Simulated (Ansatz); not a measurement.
## LiBr

```yaml
crystal:
  lattice:
    - [0.00000, 2.74450, 2.74450]
    - [2.74450, 0.00000, 2.74450]
    - [2.74450, 2.74450, 0.00000]
  atoms:
    - { symbol: Li, position: [0.00000, 0.00000, 0.00000] }
    - { symbol: Br, position: [0.50000, 0.50000, 0.50000] }
```

Atoms are numbered in the order listed.

Conventional cell: a = 5.489 Å, b = 5.489 Å, c = 5.489 Å, α = 90.00°, β = 90.00°, γ = 90.00°. Li (atom 1) has 6 Br at 2.74 Å as nearest neighbours. Br (atom 2) has 6 Li at 2.74 Å as nearest neighbours.

The cell is COD entry 1011363, as deposited and not checked against the literature; nothing was relaxed. It is an old determination, and later ones may differ.

Computed with Ansatz 0.2.0, DFT, PBE, all-electron LAPW, scalar-relativistic.

Settings: a Γ-centred 8×8×8 k mesh, Fermi–Dirac smearing of 0.03 eV, basis error target 1 meV/atom, no spin polarisation.

* Band gap: 4.96 eV, direct at Γ
* Volume per atom: 20.67 Å³

(1) Give the computed value. Pressure at this cell.

(2) Give the computed value. Löwdin charges (with 0.06 e of the cell spilling out of the atomic basis, so their sizes and signs hang on that basis).

Results:

(1) 3.2 kbar.

(2) Li1 0.65, Br2 -0.59 e.
